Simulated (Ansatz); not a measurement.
# GaSb: the cost of one run

Method: reference: DFT, r2SCAN, plane waves, PAW, in Ansatz 0.2.0.

2 further runs of the same task are left out: 2 that didn't finish.

## Step 1: The structure to begin with

The structure is hexagonal, space group P6_3/mmc (No. 194). Conventional cell: a = 4.689 Å, b = 4.689 Å, c = 5.915 Å, α = 90.00°, β = 90.00°, γ = 120.00°. Ga (site symmetry -6m2) is surrounded by 5 Sb at 2.71 to 2.96 Å. Sb (site symmetry -6m2) has 5 Ga at 2.71 to 2.96 Å as nearest neighbours.

Coordinates:

```cif
data_structure
_symmetry_space_group_name_H-M 'P 1'
_symmetry_Int_Tables_number 1
_cell_length_a 4.6886
_cell_length_b 4.6886
_cell_length_c 5.9148
_cell_angle_alpha 90.000
_cell_angle_beta 90.000
_cell_angle_gamma 120.000
_cell_volume 112.61
loop_
_atom_site_label
_atom_site_type_symbol
_atom_site_fract_x
_atom_site_fract_y
_atom_site_fract_z
_atom_site_occupancy
Ga1 Ga 0.33333 0.66667 0.25000 1
Ga2 Ga 0.66667 0.33333 0.75000 1
Sb1 Sb 0.66667 0.33333 0.25000 1
Sb2 Sb 0.33333 0.66667 0.75000 1
```

## Step 2: Reference

File input.yaml:

```yaml
crystal:
  lattice:
    - [4.6886257806, 0.0, 0.0]
    - [-2.3443128903, 4.0604690349, 0.0]
    - [0.0, 0.0, 5.9148461418]
  atoms:
    - { symbol: Ga, position: [0.3333333333, 0.6666666667, 0.25] }
    - { symbol: Ga, position: [0.6666666667, 0.3333333333, 0.75] }
    - { symbol: Sb, position: [0.6666666667, 0.3333333333, 0.25] }
    - { symbol: Sb, position: [0.3333333333, 0.6666666667, 0.75] }
kpoints:
  mp_grid: { grid: [6, 6, 4] }
hamiltonian:
  xc: r2scan
scf:
  occupations: { method: fermi_dirac, width: 0.02 }
  n_extra_bands: 5
output:
  forces: true
  stress: true
  eigenvalues: true
```

Launch:

```console
ansatz run input.yaml --threads 4 --pin off --max-ram 3686MiB --backend cpu --events-out ev --progress --plain --runs-dir out
```

Q: Estimate wall time and peak memory on 4 threads of Arm Neoverse V1, shared host.

About 4 s, with a peak of 0.69 GiB.
